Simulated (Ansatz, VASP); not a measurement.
**SrO: VASP beside Ansatz**

INCAR

```
PREC = Accurate ; ENCUT = 520
EDIFF = 1E-6 ; ISMEAR = -1
SIGMA = 0.05 ; LREAL = F
LASPH = T ; NELM = 60
ALGO = Normal ; ISIF = 2
LWAVE = F ; LCHARG = F
METAGGA = R2SCAN ; LMIXTAU = T
```

Contents of KPOINTS:

```
Automatic mesh
0
Gamma
  9 9 9
```

POSCAR

```
SrO
1.0
    0.0000000000      2.5663000000      2.5663000000
    2.5663000000      0.0000000000      2.5663000000
    2.5663000000      2.5663000000      0.0000000000
Sr O
1 1
Direct
    0.5000000000      0.5000000000      0.5000000000
    0.0000000000      0.0000000000      0.0000000000
```

Contents of KPOINTS_OPT:

```
path GXWKGLUWLK,UX
20
line-mode
reciprocal
 0.0000000000  0.0000000000  0.0000000000  G
 0.5000000000  0.0000000000  0.5000000000  X

 0.5000000000  0.0000000000  0.5000000000  X
 0.5000000000  0.2500000000  0.7500000000  W

 0.5000000000  0.2500000000  0.7500000000  W
 0.3750000000  0.3750000000  0.7500000000  K

 0.3750000000  0.3750000000  0.7500000000  K
 0.0000000000  0.0000000000  0.0000000000  G

 0.0000000000  0.0000000000  0.0000000000  G
 0.5000000000  0.5000000000  0.5000000000  L

 0.5000000000  0.5000000000  0.5000000000  L
 0.6250000000  0.2500000000  0.6250000000  U

 0.6250000000  0.2500000000  0.6250000000  U
 0.5000000000  0.2500000000  0.7500000000  W

 0.5000000000  0.2500000000  0.7500000000  W
 0.5000000000  0.5000000000  0.5000000000  L

 0.5000000000  0.5000000000  0.5000000000  L
 0.3750000000  0.3750000000  0.7500000000  K

 0.6250000000  0.2500000000  0.6250000000  U
 0.5000000000  0.0000000000  0.5000000000  X
```

Contents of input.yaml:

```yaml
crystal:
  lattice:
    - [0.0, 2.5663, 2.5663]
    - [2.5663, 0.0, 2.5663]
    - [2.5663, 2.5663, 0.0]
  atoms:
    - { symbol: Sr, position: [0.5, 0.5, 0.5] }
    - { symbol: O, position: [0.0, 0.0, 0.0] }
hamiltonian:
  xc: r2scan
  pseudopotentials: { kind: paw }
kpoints:
  mp_grid: { grid: [9, 9, 9] }
  band_path:
    path:
      - [[0.0, 0.0, 0.0], [0.5, 0.0, 0.5], [0.5, 0.25, 0.75], [0.375, 0.375, 0.75], [0.0, 0.0, 0.0], [0.5, 0.5, 0.5], [0.625, 0.25, 0.625], [0.5, 0.25, 0.75], [0.5, 0.5, 0.5], [0.375, 0.375, 0.75]]
      - [[0.625, 0.25, 0.625], [0.5, 0.0, 0.5]]
    npoints: 14
scf:
  occupations: { method: fermi_dirac, width: 0.05 }
  n_extra_bands: 6
output:
  forces: true
  stress: true
  eigenvalues: true
  fatbands: false
  write_density: true
  write_potential: true
  elf: true
  volumetric_format: npy
```

Alike in both runs: task band structure; functional r2SCAN; k mesh 9 × 9 × 9; occupations fermi-dirac, width 0.05 eV; no spin polarisation.

```csv
,VASP,Ansatz
version,VASP 6.6.1,Ansatz 0.2.0
potentials or method,"VASP PAW PBE potentials, release 64 (Sr_sv, O)",Ansatz PAW
plane-wave cutoff (eV),520,500
valence electrons in the cell,16,16
```

|  | VASP | Ansatz | Ansatz less VASP |
| --- | --- | --- | --- |
| gap on the k mesh at the Fermi level (eV) | 3.80 | 3.85 | +0.053 |
| least direct gap on the mesh (eV) | 3.89 | 3.93 | +0.041 |
| gap along the band path (eV) | 3.74 | 3.79 | +0.054 |
| pressure (GPa) | 2.1 | 1.5 | -0.53 |

The functional is the same, so the differences come from potentials, cutoffs and numerics.

Caveats: the PAW data sets were made with another functional, which shifts forces and pressure a little (VASP); the k mesh misses the band edges, so the gap on the mesh is wider than the one along the path (Ansatz); the PAW data sets come from PBE, with cores solved anew for the run's functional, which leaves a small shift of forces and pressure (Ansatz). r2SCAN opens gaps a little over a GGA but as a rule still falls short of measured ones.
